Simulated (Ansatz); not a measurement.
# Iridium, dhcp under PBE: ground state and equation of state, part 2 of 2

Aim: take iridium in the dhcp structure, relax it, solve it on a dense k-mesh, then scale the cell to 7 volumes from 88 to 112 % of the relaxed one and try a fit of the equation of state. The start is ferromagnetic. The k-meshes are 13×13×4 for the relaxation; 17×17×5 for the dense run; 17×17×5 for the volumes.

Ansatz 0.2.0; DFT, PBE, plane waves (420 eV) with PAW, scalar-relativistic.

**6. At 96 % of the relaxed volume**

Contents of input.yaml:

```yaml
crystal:
  lattice:
    - [2.7011154512, 0.0, 0.0]
    - [-1.3505577256, 2.3392345993, 0.0]
    - [0.0, 0.0, 8.8309308199]
  atoms:
    - { symbol: Ir, position: [0.0, 0.0, 1.0], spin: 1.0 }
    - { symbol: Ir, position: [0.0, 0.0, 0.5], spin: 1.0 }
    - { symbol: Ir, position: [0.3333333333, 0.6666666667, 0.25], spin: 1.0 }
    - { symbol: Ir, position: [0.6666666667, 0.3333333333, 0.75], spin: 1.0 }
hamiltonian:
  xc: pbe
  pseudopotentials:
    kind: paw
    azcp:
      Ir: "pseudopotentials/Ir.paw.azcp"
basis:
  ecutwfc: 420
  fft_grid_basis: typed
kpoints:
  mp_grid: { grid: [17, 17, 5], shift: [0, 0, 0] }
magnetization:
  spin_polarized: true
scf:
  occupations: { method: fermi_dirac, width: 0.05 }
output:
  stress: true
```

What it wrote, cut to the lines that bear on the results:

```text
Warning: RAYON_NUM_THREADS=2 ignored (pool sized by the plan → 2); use --threads N
[...]
Pseudopotentials: kind: paw
Pseudopotential: Ir, paw, valence charge 17, recommended cutoff 420 eV (normal), <dir>
Functional definition: PBE
[...]
Crystal: 4 atoms, lattice volume = 55.799 Å³
Basis set: ecut = 420 eV, 1091 PW (Γ)
Bands: 44, of which v1, the nominal top of the filled ones, is band 34 counted from 1 (33 counted from 0)
Symmetry: 24 space group operations
Space group: P63/mmc (ITA 194), of the structure as read, at distance tolerance 3.8e-5 Å
Magnetic group: BNS 194.263 (UNI 1493), of the structure as read, at distance tolerance 3.8e-5 Å
k-points: 99 of 1445
[...]
Starting moments: Σ|m| = 4 μB on 4 of 4 sites
[...]
SCF iter   1: F=—  HF=-47741.303754 eV  |F-HF|=—  |Δ(HF+E_count)|=         —  Δρ=6.60e-2 (↑6.60e-2 ↓3.63e-2)  dr2=1.33e0  dr2_m=1.07e0  M=0.305 μB ∫|m|=0.309 μB  β_m=0.30  ethr=1.95e-3  ⟨swp⟩=1.1  Hψ=40299  notcnv=0
[...]
WARN: the starting moments were not kept: the SCF closed with an absolute magnetisation of 2.2e-6 μB, where they sum to 4 μB in size (4 sites). That is at most 0.1 of that sum. Measured as dr2_m measures the in/out step, that magnetisation stands 5.5e-13 eV from none, at or under the [...]
SCF converged after 9 iterations
Magnetization: -0.0000 μB (34.0000 up, 34.0000 down)
Absolute magnetization: 0.0000 μB (∫|ρ↑−ρ↓|, with the PAW one-centre terms)
Spin contamination: 0.0000 ħ² per cell (⟨S²⟩ above its minimum at these occupations)
Per-site moments (μB) at R_I (Å): [(-6.163284073954203e-7, 1.1142101236214608), (-6.163284073897368e-7, 1.1142101236214608), (-2.419970010643643e-7, 1.1142101236214608), (-2.419970011357806e-7, 1.1142101236214608)]
Free energy (F): -47741.009189 eV
[...]
E sigma→0 (E₀):  -47740.994635 eV
Entropy (-TS):   -0.029107 eV (-7.277 meV/atom)
Fermi energy:    26.307610 eV
[...]
--- Stress (GPa, compression-positive) ---
       15.637001       0.000000      -0.000000
        0.000000      15.637001       0.000000
       -0.000000       0.000000      15.309407
  P = ⅓ Tr σ = 15.5278 GPa (155.278 kbar)
```

Run time: 13 s. Hardware: 2 threads of an Arm CPU, shared host; peak memory 0.55 GiB.

**7. At 100 % of the relaxed volume**

input.yaml: that of step 6 with these lines changed.

```diff
@@ -2,5 +2,5 @@
   lattice:
-    - [2.7011154512, 0.0, 0.0]
-    - [-1.3505577256, 2.3392345993, 0.0]
-    - [0.0, 0.0, 8.8309308199]
+    - [2.7381216312, 0.0, 0.0]
+    - [-1.3690608156, 2.3712828913, 0.0]
+    - [0.0, 0.0, 8.9519175093]
   atoms:
```

What it wrote, cut to the lines that bear on the results:

```text
Warning: RAYON_NUM_THREADS=2 ignored (pool sized by the plan → 2); use --threads N
[...]
Pseudopotentials: kind: paw
Pseudopotential: Ir, paw, valence charge 17, recommended cutoff 420 eV (normal), <dir>
Functional definition: PBE
[...]
Crystal: 4 atoms, lattice volume = 58.124 Å³
Basis set: ecut = 420 eV, 1151 PW (Γ)
Bands: 44, of which v1, the nominal top of the filled ones, is band 34 counted from 1 (33 counted from 0)
Symmetry: 24 space group operations
Space group: P63/mmc (ITA 194), of the structure as read, at distance tolerance 3.9e-5 Å
Magnetic group: BNS 194.263 (UNI 1493), of the structure as read, at distance tolerance 3.9e-5 Å
k-points: 99 of 1445
[...]
Starting moments: Σ|m| = 4 μB on 4 of 4 sites
[...]
SCF iter   1: F=—  HF=-47741.511567 eV  |F-HF|=—  |Δ(HF+E_count)|=         —  Δρ=6.40e-2 (↑6.40e-2 ↓3.47e-2)  dr2=1.34e0  dr2_m=1.04e0  M=0.342 μB ∫|m|=0.346 μB  β_m=0.30  ethr=1.96e-3  ⟨swp⟩=1.2  Hψ=39854  notcnv=0
[...]
WARN: the starting moments were not kept: the SCF closed with an absolute magnetisation of 1.9e-6 μB, where they sum to 4 μB in size (4 sites). That is at most 0.1 of that sum. Measured as dr2_m measures the in/out step, that magnetisation stands 4.2e-13 eV from none, at or under the [...]
SCF converged after 10 iterations
Magnetization: -0.0000 μB (34.0000 up, 34.0000 down)
Absolute magnetization: 0.0000 μB (∫|ρ↑−ρ↓|, with the PAW one-centre terms)
Spin contamination: 0.0000 ħ² per cell (⟨S²⟩ above its minimum at these occupations)
Per-site moments (μB) at R_I (Å): [(-5.330697665518101e-7, 1.1294751728769337), (-5.330697665708278e-7, 1.1294751728769337), (-2.97120577163431e-7, 1.1294751728769337), (-2.9712057703959395e-7, 1.1294751728769337)]
Free energy (F): -47741.116225 eV
[...]
E sigma→0 (E₀):  -47741.100305 eV
Entropy (-TS):   -0.031842 eV (-7.960 meV/atom)
Fermi energy:    24.988727 eV
[...]
--- Stress (GPa, compression-positive) ---
       -0.012071       0.000000       0.000000
        0.000000      -0.012071       0.000000
        0.000000       0.000000      -0.403063
  P = ⅓ Tr σ = -0.1424 GPa (-1.424 kbar)
```

Run time: 14 s. Hardware: 2 threads of an Arm CPU, shared host; peak memory 0.56 GiB.

**8. At 104 % of the relaxed volume**

input.yaml: that of step 7 with these lines changed.

```diff
@@ -2,5 +2,5 @@
   lattice:
-    - [2.7381216312, 0.0, 0.0]
-    - [-1.3690608156, 2.3712828913, 0.0]
-    - [0.0, 0.0, 8.9519175093]
+    - [2.7741536795, 0.0, 0.0]
+    - [-1.3870768398, 2.4024875605, 0.0]
+    - [0.0, 0.0, 9.0697194067]
   atoms:
```

What it wrote, cut to the lines that bear on the results:

```text
Warning: RAYON_NUM_THREADS=2 ignored (pool sized by the plan → 2); use --threads N
[...]
Pseudopotentials: kind: paw
Pseudopotential: Ir, paw, valence charge 17, recommended cutoff 420 eV (normal), <dir>
Functional definition: PBE
[...]
Crystal: 4 atoms, lattice volume = 60.448 Å³
Basis set: ecut = 420 eV, 1195 PW (Γ)
Bands: 44, of which v1, the nominal top of the filled ones, is band 34 counted from 1 (33 counted from 0)
Symmetry: 24 space group operations
Space group: P63/mmc (ITA 194), of the structure as read, at distance tolerance 3.9e-5 Å
Magnetic group: BNS 194.263 (UNI 1493), of the structure as read, at distance tolerance 3.9e-5 Å
k-points: 99 of 1445
[...]
Starting moments: Σ|m| = 4 μB on 4 of 4 sites
[...]
SCF iter   1: F=—  HF=-47741.473415 eV  |F-HF|=—  |Δ(HF+E_count)|=         —  Δρ=6.19e-2 (↑6.19e-2 ↓3.32e-2)  dr2=1.34e0  dr2_m=1.01e0  M=0.383 μB ∫|m|=0.387 μB  β_m=0.30  ethr=1.96e-3  ⟨swp⟩=1.4  Hψ=39379  notcnv=0
[...]
WARN: the starting moments were not kept: the SCF closed with an absolute magnetisation of 8.3e-7 μB, where they sum to 4 μB in size (4 sites). That is at most 0.1 of that sum. Measured as dr2_m measures the in/out step, that magnetisation stands 4.4e-14 eV from none, at or under the [...]
SCF converged after 9 iterations
Magnetization: 0.0000 μB (34.0000 up, 34.0000 down)
Absolute magnetization: 0.0000 μB (∫|ρ↑−ρ↓|, with the PAW one-centre terms)
Spin contamination: 0.0000 ħ² per cell (⟨S²⟩ above its minimum at these occupations)
Per-site moments (μB) at R_I (Å): [(4.373853385014108e-8, 1.1443383928058783), (4.373853387181797e-8, 1.1443383928058783), (1.9587022098320418e-7, 1.1443383928058783), (1.958702209093876e-7, 1.1443383928058783)]
Free energy (F): -47741.021510 eV
[...]
E sigma→0 (E₀):  -47741.004132 eV
Entropy (-TS):   -0.034756 eV (-8.689 meV/atom)
Fermi energy:    23.770012 eV
[...]
--- Stress (GPa, compression-positive) ---
      -12.267148       0.000000       0.000000
        0.000000     -12.267148       0.000000
        0.000000       0.000000     -12.692738
  P = ⅓ Tr σ = -12.4090 GPa (-124.090 kbar)
```

Wall time 15 s (2 threads of an Arm CPU, shared host); peak memory 0.57 GiB.

**9. At 108 % of the relaxed volume**

input.yaml: that of step 8 with these lines changed.

```diff
@@ -2,5 +2,5 @@
   lattice:
-    - [2.7741536795, 0.0, 0.0]
-    - [-1.3870768398, 2.4024875605, 0.0]
-    - [0.0, 0.0, 9.0697194067]
+    - [2.8092732771, 0.0, 0.0]
+    - [-1.4046366386, 2.4329020241, 0.0]
+    - [0.0, 0.0, 9.1845381705]
   atoms:
```

What it wrote, cut to the lines that bear on the results:

```text
Warning: RAYON_NUM_THREADS=2 ignored (pool sized by the plan → 2); use --threads N
[...]
Pseudopotentials: kind: paw
Pseudopotential: Ir, paw, valence charge 17, recommended cutoff 420 eV (normal), <dir>
Functional definition: PBE
[...]
Crystal: 4 atoms, lattice volume = 62.773 Å³
Basis set: ecut = 420 eV, 1243 PW (Γ)
Bands: 44, of which v1, the nominal top of the filled ones, is band 34 counted from 1 (33 counted from 0)
Symmetry: 24 space group operations
Space group: P63/mmc (ITA 194), of the structure as read, at distance tolerance 4.0e-5 Å
Magnetic group: BNS 194.263 (UNI 1493), of the structure as read, at distance tolerance 4.0e-5 Å
k-points: 99 of 1445
[...]
Starting moments: Σ|m| = 4 μB on 4 of 4 sites
[...]
SCF iter   1: F=—  HF=-47741.245912 eV  |F-HF|=—  |Δ(HF+E_count)|=         —  Δρ=5.98e-2 (↑5.98e-2 ↓3.18e-2)  dr2=1.32e0  dr2_m=9.79e-1  M=0.427 μB ∫|m|=0.431 μB  β_m=0.30  ethr=1.94e-3  ⟨swp⟩=1.6  Hψ=38958  notcnv=0
[...]
WARN: the starting moments were not kept: the SCF closed with an absolute magnetisation of 2.7e-6 μB, where they sum to 4 μB in size (4 sites). That is at most 0.1 of that sum. Measured as dr2_m measures the in/out step, that magnetisation stands 8.1e-13 eV from none, at or under the [...]
SCF converged after 9 iterations
Magnetization: -0.0000 μB (34.0000 up, 34.0000 down)
Absolute magnetization: 0.0000 μB (∫|ρ↑−ρ↓|, with the PAW one-centre terms)
Spin contamination: 0.0000 ħ² per cell (⟨S²⟩ above its minimum at these occupations)
Per-site moments (μB) at R_I (Å): [(-7.603169754706469e-7, 1.1588252267938997), (-7.603169754708376e-7, 1.1588252267938997), (-2.5930667792074247e-7, 1.1588252267938997), (-2.5930667782575794e-7, 1.1588252267938997)]
Free energy (F): -47740.769189 eV
[...]
E sigma→0 (E₀):  -47740.750264 eV
Entropy (-TS):   -0.037850 eV (-9.463 meV/atom)
Fermi energy:    22.641208 eV
[...]
--- Stress (GPa, compression-positive) ---
      -21.821449       0.000000       0.000000
        0.000000     -21.821449       0.000000
        0.000000       0.000000     -22.254849
  P = ⅓ Tr σ = -21.9659 GPa (-219.659 kbar)
```

It took 16 s on 2 threads of an Arm CPU, shared host; peak memory 0.59 GiB.

**10. At 112 % of the relaxed volume**

input.yaml: that of step 9 with these lines changed.

```diff
@@ -2,5 +2,5 @@
   lattice:
-    - [2.8092732771, 0.0, 0.0]
-    - [-1.4046366386, 2.4329020241, 0.0]
-    - [0.0, 0.0, 9.1845381705]
+    - [2.8435360841, 0.0, 0.0]
+    - [-1.421768042, 2.4625744854, 0.0]
+    - [0.0, 0.0, 9.2965557734]
   atoms:
```

What it wrote, cut to the lines that bear on the results:

```text
Warning: RAYON_NUM_THREADS=2 ignored (pool sized by the plan → 2); use --threads N
[...]
Pseudopotentials: kind: paw
Pseudopotential: Ir, paw, valence charge 17, recommended cutoff 420 eV (normal), <dir>
Functional definition: PBE
[...]
Crystal: 4 atoms, lattice volume = 65.098 Å³
Basis set: ecut = 420 eV, 1279 PW (Γ)
Bands: 44, of which v1, the nominal top of the filled ones, is band 34 counted from 1 (33 counted from 0)
Symmetry: 24 space group operations
Space group: P63/mmc (ITA 194), of the structure as read, at distance tolerance 4.0e-5 Å
Magnetic group: BNS 194.263 (UNI 1493), of the structure as read, at distance tolerance 4.0e-5 Å
k-points: 99 of 1445
[...]
Starting moments: Σ|m| = 4 μB on 4 of 4 sites
[...]
SCF iter   1: F=—  HF=-47740.872572 eV  |F-HF|=—  |Δ(HF+E_count)|=         —  Δρ=5.77e-2 (↑5.77e-2 ↓3.04e-2)  dr2=1.30e0  dr2_m=9.45e-1  M=0.473 μB ∫|m|=0.479 μB  β_m=0.30  ethr=1.90e-3  ⟨swp⟩=1.6  Hψ=38761  notcnv=0
[...]
WARN: the starting moments were not kept: the SCF closed with an absolute magnetisation of 7.2e-6 μB, where they sum to 4 μB in size (4 sites). That is at most 0.1 of that sum. Measured as dr2_m measures the in/out step, that magnetisation stands 6.0e-12 eV from none, at or under the [...]
SCF converged after 9 iterations
Magnetization: -0.0000 μB (34.0000 up, 34.0000 down)
Absolute magnetization: 0.0000 μB (∫|ρ↑−ρ↓|, with the PAW one-centre terms)
Spin contamination: 0.0000 ħ² per cell (⟨S²⟩ above its minimum at these occupations)
Per-site moments (μB) at R_I (Å): [(-2.090878884675262e-6, 1.1729586346892675), (-2.090878884685606e-6, 1.1729586346892675), (-9.185947076396322e-7, 1.1729586346892675), (-9.185947075526338e-7, 1.1729586346892675)]
Free energy (F): -47740.394488 eV
[...]
E sigma→0 (E₀):  -47740.373981 eV
Entropy (-TS):   -0.041015 eV (-10.254 meV/atom)
Fermi energy:    21.593477 eV
[...]
--- Stress (GPa, compression-positive) ---
      -29.217889      -0.000000       0.000000
       -0.000000     -29.217889      -0.000000
        0.000000      -0.000000     -29.632089
  P = ⅓ Tr σ = -29.3560 GPa (-293.560 kbar)
```

Wall time 16 s (2 threads of an Arm CPU, shared host); peak memory 0.59 GiB.

**11. Energy and pressure against volume**

All volumes keep the relaxed shape and fractional coordinates.

```csv
V (Å³/atom),E − E₀ (meV/atom),P from the stress (GPa),P from the fit (GPa)
12.787,289.9,60.92,60.96
13.368,117.1,35.50,35.39
13.950,26.4,15.53,15.41
14.531,-0.1,-0.14,-0.23
15.112,24.0,-12.41,-12.48
15.693,87.4,-21.97,-22.07
16.275,181.5,-29.36,-29.55
```

A third-order Birch-Murnaghan fit gives V₀ = 14.521 Å³/atom, B₀ = 346 GPa and B₀′ = 5.1; it misses no point by more than 0.09 meV/atom.

The fit is made to E(σ → 0), while the stress belongs to the free energy F; that is one source of the offset between the two pressures.

**12. What came out**

What follows sums up all 2 parts.

| quantity | value |
| --- | --- |
| space group (spins left aside) | P6_3/mmc (No. 194) |
| conventional cell | a = 2.738 Å, c = 8.952 Å (c/a = 3.269) |
| volume | 14.531 Å³/atom |
| shortest distance | 2.738 Å |
| gap on the mesh | none (levels filled in part) |
| magnetic state | non-magnetic |
| relative to fcc | +37 meV/atom |
| V₀, B₀, B₀′ | 14.521 Å³/atom, 346 GPa, 5.1 |

From the guessed start the volume grew by 2.7 % in 5 steps. Against the reference form of iridium (fcc, computed apart with the same settings) it stands 37 meV/atom higher. The starting moments do not survive. No gap shows: it is a metal or semimetal at this level. B₀ comes out at 346 GPa, among the stiffest elements; letting shape and positions relax at each volume could only lower it. Relaxation kept the symmetry; phonons were not checked.
